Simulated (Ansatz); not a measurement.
Crystal: PbS.

```
CELL_PARAMETERS angstrom
2.07995 -5.99130 0.00000
2.07995 5.99130 0.00000
0.00000 0.00000 4.27932
ATOMIC_POSITIONS crystal
Pb 0.13056 0.86944 0.25000
Pb 0.86944 0.13056 0.75000
S 0.35480 0.64520 0.25000
S 0.64520 0.35480 0.75000
```

Measurements of this composition are mostly on another form, of space group No. 225.

```yaml
Program: Ansatz 0.2.0
Task: relaxation of cell and atoms
Functional: PBE
Dispersion: D3(BJ)
Potentials_or_basis: Ansatz PAW
Cutoff: "420 eV (not typed: the program's choice for these potentials)"
k_mesh: 7 × 7 × 6
Occupations: fermi-dirac, width 0.05 eV
Spin: no spin polarisation
```

At the start: volume 26.66 Å³/atom.

How do energy, volume and symmetry change on relaxing?

It ends after 6 steps and the volume is 25.52 Å³/atom (-4.3 %); space group Cmcm (No. 63, to 0.05 Å).

Step by step:
```tsv
step	energy change (eV)	largest force (eV/Å)	volume (Å³)
1	0.0000	0.0955	106.65
2	-0.0141	0.0802	99.57
3	-0.0226	0.0466	102.54
4	-0.0234	0.0070	102.28
5	-0.0236	0.0007	102.07
6	-0.0231	0.0007	102.07
```

Final structure:
```
Pb S
1.0
     2.05547   -5.81752    0.00000
     2.05547    5.81752    0.00000
     0.00000    0.00000    4.26811
Pb S
2 2
Direct
  0.12692 0.87308 0.25000
  0.87308 0.12692 0.75000
  0.35934 0.64066 0.25000
  0.64066 0.35934 0.75000
```

Caveat: the plane-wave basis is chosen anew once the cell has moved, so the energies of steps on either side of that aren't comparable.
